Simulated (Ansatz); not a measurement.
# MoS2 (P6_3/mmc) in Ansatz: further runs

The runs below take MoS2 through Born charges and dielectric tensor, phonons, with PBE.

Program: Ansatz 0.2.0. These are calculated values, not measurements. Logs are shortened: lines on timing, memory, paths and dates and some standing lists are left out, and cuts for length are marked.

**Measured values to compare with.**

From “Multiwavelength excitation Raman Scattering Analysis of bulk and 2 dimensional MoS2: Vibrational properties of atomically thin MoS2 layers”, 2015, arxiv:1506.03228, for a bulk crystal of MoS2 at 300 K: band gap 1.3 eV (indirect).

How close the calculation comes is told below.

## 1. Starting point

It takes space group P6_3/mmc (No. 194, hexagonal). The conventional cell has a = 3.169 Å, b = 3.169 Å, c = 12.324 Å, α = 90.00°, β = 90.00°, γ = 120.00°. Mo (site symmetry -6m2) has 6 S at 2.41 Å as nearest neighbours. S (site symmetry 3m) has 3 Mo at 2.41 Å as nearest neighbours.

## 2. Born charges and dielectric tensor, PBE

input.yaml reads:

```yaml
crystal:
  lattice:
    - [3.169, 0.0, 0.0]
    - [-1.5845, 2.7444345046, 0.0]
    - [0.0, 0.0, 12.324]
  atoms:
    - { symbol: Mo, position: [0.6666666667, 0.3333333333, 0.75] }
    - { symbol: Mo, position: [0.3333333333, 0.6666666667, 0.25] }
    - { symbol: S, position: [0.6666666667, 0.3333333333, 0.377] }
    - { symbol: S, position: [0.3333333333, 0.6666666667, 0.877] }
    - { symbol: S, position: [0.6666666667, 0.3333333333, 0.123] }
    - { symbol: S, position: [0.3333333333, 0.6666666667, 0.623] }
hamiltonian:
  xc: pbe
  pseudopotentials: { kind: paw }
kpoints:
  mp_grid: { grid: [8, 8, 2] }
scf:
  occupations: { method: fixed }
output:
  eigenvalues: true
dielectric:
  method: response
```

Potentials or basis: Ansatz PAW.

Run with:

```console
> ansatz run input.yaml --threads 2 --pin off --max-ram 5632MiB --backend cpu --events-out ev --progress --plain --runs-dir out
```

Log:

```text
Warning: RAYON_NUM_THREADS=2 ignored (pool sized by the plan → 2); use --threads N
Engine: ansatz 0.2.0, aarch64-unknown-linux-gnu
Pseudopotentials: kind: paw
Pseudopotential: Mo, paw, valence charge 14, recommended cutoff 420 eV (normal), Mo.paw.azcp
Pseudopotential: S, paw, valence charge 6, recommended cutoff 420 eV (normal), S.paw.azcp
Functional definition: PBE
  parameter kappa = 0.804
  parameter beta = 0.06672455060314922
  exchange = pbe_x(kappa = kappa, mu = beta*pi^2/3)
  correlation = pbe_c(beta = beta)
Crystal: 6 atoms, lattice volume = 107.183 Å³
Basis set: ecut = 420 eV, 2081 PW (Γ), exchange–correlation on 48×48×180 points (8 copies of the dense FFT grid, shifted against one another)
Bands: 32, of which v1, the nominal top of the filled ones, is band 26 counted from 1 (25 counted from 0)
Symmetry: 24 space group operations
k-points: 42 of 128 (irreducible under 2 space group operations, time reversal used)
Non-local potential: Mo, projectors of the file, l = 0: 3, l = 1: 2, l = 2: 2, l = 3: 1
Non-local potential: S, projectors of the file, l = 0: 2, l = 1: 2, l = 2: 2
PAW form: soft (Blöchl's): semilocal exchange-correlation on the pseudo side does not see the compensation charge
PAW one-centre angular grid: Mo, 590 points (default); XC on 64 Gauss nodes
PAW one-centre angular grid: S, 110 points (default); XC on 64 Gauss nodes
Initial density: superposition of atomic densities (neutral atoms: chi_scale 0, normalization atom), corrected by the library's trained network
Initial wavefunctions: pseudopotential atomic-orbital guess
Functional: x = pbe(κ = 0.804, μ = 0.2195149727645171), c = pbe(β = 0.06672455060314922)
SCF iter   1: F=—  HF=-13525.526808 eV  |F-HF|=—  |Δ(HF+E_count)|=         —  Δρ=5.47e-3  dr2=7.50e-3  ethr=1.77e-3  ⟨swp⟩=5.0  Hψ=4898  notcnv=0  defer=133
preconditioner: auto → Resta (q_TF=auto, 2.418 Å⁻¹)  ε∞=8.7  [insulator: Δε(μ)=0.982 eV  Ē_g=7.755 eV  n_scr=26 (ndim 8)  ℏωp=21.5 eV  f_vac=0.016  ε∞_Penn≈8.7]
SCF iter   2: F=—  HF=-13525.535968 eV  |F-HF|=—  |Δ(HF+E_count)|=   9.16e-3  Δρ=3.13e-3  dr2=2.38e-3  ethr=1.44e-5  ⟨swp⟩=2.0  Hψ=2514  notcnv=0  defer=166
SCF iter   3: F=—  HF=-13525.540716 eV  |F-HF|=—  |Δ(HF+E_count)|=   4.75e-3  Δρ=4.68e-4  dr2=5.62e-4  ethr=4.57e-6  ⟨swp⟩=2.0  Hψ=2016  notcnv=0  defer=166
SCF iter   4: F=—  HF=-13525.540662 eV  |F-HF|=—  |Δ(HF+E_count)|=   5.45e-5  Δρ=1.15e-4  dr2=9.10e-6  ethr=1.08e-6  ⟨swp⟩=2.0  Hψ=1718  notcnv=0  defer=75
SCF iter   5: F=—  HF=-13525.540673 eV  |F-HF|=—  |Δ(HF+E_count)|=   1.15e-5  Δρ=4.97e-5  dr2=2.30e-6  ethr=1.75e-8  ⟨swp⟩=2.0  Hψ=1849  notcnv=0  defer=62
SCF iter   6: F=—  HF=-13525.540674 eV  |F-HF|=—  |Δ(HF+E_count)|=   9.79e-7  Δρ=8.25e-6  dr2=8.76e-8  ethr=4.43e-9  ⟨swp⟩=2.0  Hψ=1875  notcnv=0  defer=60
SCF iter   7: F=—  HF=-13525.540674 eV  |F-HF|=—  |Δ(HF+E_count)|=   5.91e-8  Δρ=2.05e-6  dr2=4.15e-9  ethr=1.69e-10  ⟨swp⟩=2.0  Hψ=1960  notcnv=0  defer=60
SCF iter   8: F=—  HF=-13525.540674 eV  |F-HF|=—  |Δ(HF+E_count)|=   3.51e-9  Δρ=4.95e-7  dr2=6.35e-10  ethr=7.97e-12  ⟨swp⟩=2.0  Hψ=2014  notcnv=0  defer=60
SCF iter   9: F=-13525.540674 eV  HF=-13525.540674 eV  |F-HF|=1.82e-12  |Δ(HF+E_count)|=  2.40e-10  Δρ=1.02e-7  dr2=2.81e-11  ethr=1.00e-12  ⟨swp⟩=8.6  Hψ=4940  notcnv=0
SCF 1 converged in 9 iterations: F = -13525.540674 eV  dr2 = 2.81e-11
NSCF: frozen V_eff on 2 k-points
[... 16 lines left out ...]
Harris-Foulkes:  -13525.540674 eV  (|F-HF|=1.82e-12)
Internal energy: -13525.540674 eV  (E = F + TS)
E sigma→0 (E₀):  -13525.540674 eV
Fermi energy:    10.897318 eV
--- Per-component energies (eV) ---
  E_band       = -312.454367
  E_kinetic    = 1312.078709
  E_local      = -3923.147199  (includes V_loc(G=0)·N_el)
  E_nonlocal   = 398.370795
  E_hartree    = 1508.560843
  E_xc         = -757.135606
  E_vxc        = -810.202701  (∫ρ·V_xc dr)
  E_paw        = -8803.051853  (= ΣΔE_a)
  E_vpaw       = -306.675437  (= ΣTr[D̂ρ^β])
  E_aug_tail   = 0.000083  (compensation charges beyond the density's cutoff)
  E_ewald      = -3261.216446
  E_smearing   = -0.000000  (= −TS)
  E_closure    = 0.000000  (closes the sum)
  Σ components = -13525.540674   (vs F -13525.540674, Δ=0.00e0)
--- Band table (eV; the first three rows and the last of 42) ---
  k-point 0: bands = ["-50.6210", "-50.6210", "-24.7672", "-24.7671", "-24.5454", "-24.5454", "-24.5453", "-24.5453", "-4.0581", "-3.7885", "-2.8458", "-2.4037", "4.0386", "5.0723", "7.4106", "7.6249", "7.6249", "7.6382", "7.6382", "8.7205", "8.7205", "8.7671", "8.7671", "9.7122", "9.7500", "10.8973", "12.9945", "12.9945", "13.0225", "13.0225", "13.1598", "13.1598"]
  k-point 1: bands = ["-50.6210", "-50.6210", "-24.7671", "-24.7671", "-24.5453", "-24.5453", "-24.5453", "-24.5453", "-3.9435", "-3.9435", "-2.6072", "-2.6072", "4.4744", "4.4744", "7.6314", "7.6314", "7.6314", "7.6314", "8.3364", "8.3364", "8.7438", "8.7438", "8.7438", "8.7438", "10.6308", "10.6308", "12.9999", "12.9999", "12.9999", "12.9999", "13.2541", "13.2541"]
  k-point 2: bands = ["-50.6152", "-50.6152", "-24.7557", "-24.7556", "-24.6036", "-24.6036", "-24.5586", "-24.5586", "-3.8253", "-3.5598", "-2.7348", "-2.3218", "4.2990", "5.3209", "6.9940", "7.1324", "7.1687", "7.8574", "7.8829", "7.9925", "8.3706", "8.4267", "8.8760", "9.7530", "9.8522", "10.4443", "12.6775", "12.7858", "12.8983", "12.9322", "13.0013", "13.1083"]
  k-point 41: bands = ["-50.5814", "-50.5814", "-24.8615", "-24.8615", "-24.7089", "-24.7089", "-24.6885", "-24.6885", "-2.0613", "-2.0613", "-1.8072", "-1.8072", "5.0265", "5.0265", "5.2788", "5.2788", "6.4047", "6.4047", "7.0619", "7.0619", "7.3606", "7.3606", "8.5434", "8.5434", "9.7089", "9.7089", "12.3819", "12.3819", "12.9817", "12.9817", "13.4703", "13.4703"]
--- Dielectric response (ions clamped): 3 representative field directions + reference, inside a basis on a mesh of 128 k-points (Σ response iterations 15) ---
  ε∞ (high-frequency dielectric tensor):
       15.333446    -0.000000    -0.000000
       -0.000000    15.333446     0.000000
       -0.000000     0.000000     6.454196
  Born effective charges Z* (e; rows j = field, columns β = displacement):
    site 0:
        -1.00189   -0.00000   -0.00000
        -0.00000   -1.00189   -0.00000
         0.00000   -0.00000   -0.64155
    site 1:
        -1.00189   -0.00000   -0.00000
        -0.00000   -1.00189   -0.00000
         0.00000   -0.00000   -0.64155
    site 2:
         0.50095    0.00000   -0.00000
         0.00000    0.50095    0.00000
        -0.00000    0.00000    0.32077
    site 3:
         0.50095    0.00000    0.00000
         0.00000    0.50095   -0.00000
         0.00000   -0.00000    0.32077
    site 4:
         0.50095    0.00000   -0.00000
         0.00000    0.50095   -0.00000
         0.00000   -0.00000    0.32077
    site 5:
         0.50095    0.00000   -0.00000
         0.00000    0.50095    0.00000
        -0.00000    0.00000    0.32077
  Z* charge neutrality: 1.688e-2 e pre-enforcement
  solved inside a basis spanned on kpoints, on 8×8×2 k-points, its susceptibility summed on 14×14×4: ε∞ is read to err by 8.7e-2, Z* by 2.0e-2 e (field_mesh: kpoints solves on kpoints); Z* is corrected for what the basis lacks
```

It took 92 s on 2 threads of Arm Neoverse V1, shared host; peak memory 0.93 GiB.

Results:

| Property | Result |
| --- | --- |
| Free energy | -13525.5407 eV |
| Band gap on the k mesh | 0.98 eV, indirect (least direct gap 1.93 eV) |
| Electronic dielectric tensor (diagonal) | 15.33, 15.33, 6.45 |
| Born charges (mean of the diagonal) | Mo -0.88; S +0.44 e |

Electronic dielectric tensor:
```
15.33  0.00  0.00
 0.00 15.33  0.00
 0.00  0.00  6.45
```

Born effective charge tensors (e):
atom 1, Mo
```
-1.00  0.00  0.00
 0.00 -1.00  0.00
 0.00  0.00 -0.64
```
atom 2, Mo
```
-1.00  0.00  0.00
 0.00 -1.00  0.00
 0.00  0.00 -0.64
```
atom 3, S
```
0.50 0.00 0.00
0.00 0.50 0.00
0.00 0.00 0.32
```
atom 4, S
```
0.50 0.00 0.00
0.00 0.50 0.00
0.00 0.00 0.32
```
atom 5, S
```
0.50 0.00 0.00
0.00 0.50 0.00
0.00 0.00 0.32
```
atom 6, S
```
0.50 0.00 0.00
0.00 0.50 0.00
0.00 0.00 0.32
```

## 3. Phonons, PBE

Edit input.yaml of step 2 so:

```diff
@@ -19,5 +19,5 @@
   occupations: { method: fixed }
-output:
-  eigenvalues: true
-dielectric:
-  method: response
+phonons:
+  method: dfpt
+  dielectric: true
+  rigid_motions: translations
```

Potentials or basis: Ansatz PAW.

Run with:

```console
> ansatz run input.yaml --threads 2 --pin off --max-ram 5632MiB --backend cpu --events-out ev --progress --plain --runs-dir out
```

Log:

```text
Warning: RAYON_NUM_THREADS=2 ignored (pool sized by the plan → 2); use --threads N
[... 9 set-up lines as earlier in the session ...]
Crystal: 6 atoms, lattice volume = 107.183 Å³
Basis set: ecut = 420 eV, 2081 PW (Γ), exchange–correlation on 48×48×180 points (8 copies of the dense FFT grid, shifted against one another)
Bands: 32, of which v1, the nominal top of the filled ones, is band 26 counted from 1 (25 counted from 0)
[... 1 set-up line as earlier in the session ...]
k-points: 42 of 128 (irreducible under 2 space group operations, time reversal used)
[... 8 set-up lines as earlier in the session ...]
SCF iter   1: F=—  HF=-13525.526808 eV  |F-HF|=—  |Δ(HF+E_count)|=         —  Δρ=5.47e-3  dr2=7.50e-3  ethr=1.77e-3  ⟨swp⟩=5.0  Hψ=4898  notcnv=0  defer=133
preconditioner: auto → Resta (q_TF=auto, 2.418 Å⁻¹)  ε∞=8.7  [insulator: Δε(μ)=0.982 eV  Ē_g=7.755 eV  n_scr=26 (ndim 8)  ℏωp=21.5 eV  f_vac=0.016  ε∞_Penn≈8.7]
SCF iter   2: F=—  HF=-13525.535968 eV  |F-HF|=—  |Δ(HF+E_count)|=   9.16e-3  Δρ=3.13e-3  dr2=2.38e-3  ethr=1.44e-5  ⟨swp⟩=2.0  Hψ=2514  notcnv=0  defer=166
SCF iter   3: F=—  HF=-13525.540716 eV  |F-HF|=—  |Δ(HF+E_count)|=   4.75e-3  Δρ=4.68e-4  dr2=5.62e-4  ethr=4.57e-6  ⟨swp⟩=2.0  Hψ=2016  notcnv=0  defer=166
SCF iter   4: F=—  HF=-13525.540662 eV  |F-HF|=—  |Δ(HF+E_count)|=   5.45e-5  Δρ=1.15e-4  dr2=9.10e-6  ethr=1.08e-6  ⟨swp⟩=2.0  Hψ=1718  notcnv=0  defer=75
SCF iter   5: F=—  HF=-13525.540673 eV  |F-HF|=—  |Δ(HF+E_count)|=   1.15e-5  Δρ=4.97e-5  dr2=2.30e-6  ethr=1.75e-8  ⟨swp⟩=2.0  Hψ=1849  notcnv=0  defer=62
[... 92 lines left out ...]
  solved inside a basis spanned on kpoints, on 8×8×2 k-points, its susceptibility summed on 14×14×4: ε∞ is read to err by 8.7e-2, Z* by 2.0e-2 e (field_mesh: kpoints solves on kpoints); Z* is corrected for what the basis lacks
  optical modes at Γ without the LO–TO term, one row a degenerate level:
      ω (cm⁻¹)  modes    IR ((D/Å)²/amu)
         30.10      2             0.0000
         56.34      1             0.0000
        277.95      2             0.0000
        280.10      2             0.0000
        375.05      2             0.0000
        375.22      2             2.4101
        398.21      1             0.0000
        404.22      1             0.0000
        458.41      1             0.4941
        462.51      1             0.0000
  optical modes at Γ + LO–TO along q̂ = [1.0000, 0.0000, 0.0000]:
      ω (cm⁻¹)  modes    IR ((D/Å)²/amu)
         30.10      2             0.0000
         56.34      1             0.0000
        277.95      2             0.0000
        280.10      2             0.0000
[... 17 lines left out ...]
        404.22      1             0.0000
        458.41      1             0.4941
        462.51      1             0.0000
  optical modes at Γ + LO–TO along q̂ = [0.0000, 0.0000, 1.0000]:
      ω (cm⁻¹)  modes    IR ((D/Å)²/amu)
         30.10      2             0.0000
         56.34      1             0.0000
        277.95      2             0.0000
        280.10      2             0.0000
        375.05      2             0.0000
        375.22      2             2.4101
        398.21      1             0.0000
        404.22      1             0.0000
        460.07      1             0.4941
        462.51      1             0.0000
```

Wall time 2.1 min (2 threads of Arm Neoverse V1, shared host); peak memory 0.96 GiB.

What came out:

```yaml
Free_energy: -13525.5407 eV
Band_gap_on_the_k_mesh: 0.98 eV, indirect (least direct gap 1.93 eV)
Electronic_dielectric_tensor_diagonal: 15.33, 15.33, 6.45
Born_charges_mean_of_the_diagonal: Mo -0.88; S +0.44 e
Highest_phonon_frequency_at_Γ_LO-TO_splitting_left_out: 463 cm⁻¹
Static_dielectric_tensor_diagonal: 15.50, 15.50, 6.50
```

Levels at points of the mesh, in eV from the valence-band top:
```csv
k point,band 23,band 24,band 25,band 26,band 27,band 28,band 29,band 30
"(0.00, 0.00, 0.00)",-2.13,-1.19,-1.15,0.00,2.10,2.10,2.13,2.13
"(0.00, 0.00, -0.50)",-2.15,-2.15,-0.27,-0.27,2.10,2.10,2.10,2.10
"(0.00, -0.50, 0.00)",-1.73,-1.53,-1.40,-1.28,1.60,1.64,2.00,2.26
"(0.00, -0.50, -0.50)",-1.63,-1.63,-1.33,-1.33,1.62,1.62,2.14,2.14
"(-0.50, 0.00, 0.00)",-1.73,-1.53,-1.40,-1.28,1.60,1.64,2.00,2.26
"(-0.50, 0.00, -0.50)",-1.63,-1.63,-1.33,-1.33,1.62,1.62,2.14,2.14
```

Phonon frequencies in cm⁻¹ (negative: imaginary):
```tsv
q point	frequencies
(0.000, 0.000, 0.000)	0 0 0 30 30 56 278 278 280 280 375 375 375 375 398 404 458 463
```

Electronic dielectric tensor:
```
15.33  0.00  0.00
 0.00 15.33  0.00
 0.00  0.00  6.45
```

Born effective charge tensors (e):
atom 1, Mo
```
-1.00  0.00  0.00
 0.00 -1.00  0.00
 0.00  0.00 -0.64
```
atom 2, Mo
```
-1.00  0.00  0.00
 0.00 -1.00  0.00
 0.00  0.00 -0.64
```
atom 3, S
```
0.50 0.00 0.00
0.00 0.50 0.00
0.00 0.00 0.32
```
atom 4, S
```
0.50 0.00 0.00
0.00 0.50 0.00
0.00 0.00 0.32
```
atom 5, S
```
0.50 0.00 0.00
0.00 0.50 0.00
0.00 0.00 0.32
```
atom 6, S
```
0.50 0.00 0.00
0.00 0.50 0.00
0.00 0.00 0.32
```

Static dielectric tensor, electrons and zone-centre modes:
```
15.50  0.00  0.00
 0.00 15.50  0.00
 0.00  0.00  6.50
```

## 4. Against experiment

Step 2. A measured gap of MoS2 is 1.3 eV (indirect; 300 K; “Multiwavelength excitation Raman Scattering Analysis of bulk and 2 dimensional MoS2: Vibrational properties of atomically thin MoS2 layers”, 2015, arxiv:1506.03228); the calculated 0.98 eV misses it by -0.32 eV. Spin-orbit coupling on Mo is left out. The value is that of PBE on a finite k mesh, which can miss the band edges, without temperature or zero-point motion. Semilocal functionals fall short of measured gaps as a rule.

Step 3. Measured gap of MoS2: 1.3 eV (indirect; 300 K; “Multiwavelength excitation Raman Scattering Analysis of bulk and 2 dimensional MoS2: Vibrational properties of atomically thin MoS2 layers”, 2015, arxiv:1506.03228). This calculation gives 0.98 eV (-0.32 eV). Spin-orbit coupling on Mo is left out. The value is that of PBE on a finite k mesh, which can miss the band edges, without temperature or zero-point motion. Semilocal functionals fall short of measured gaps as a rule.
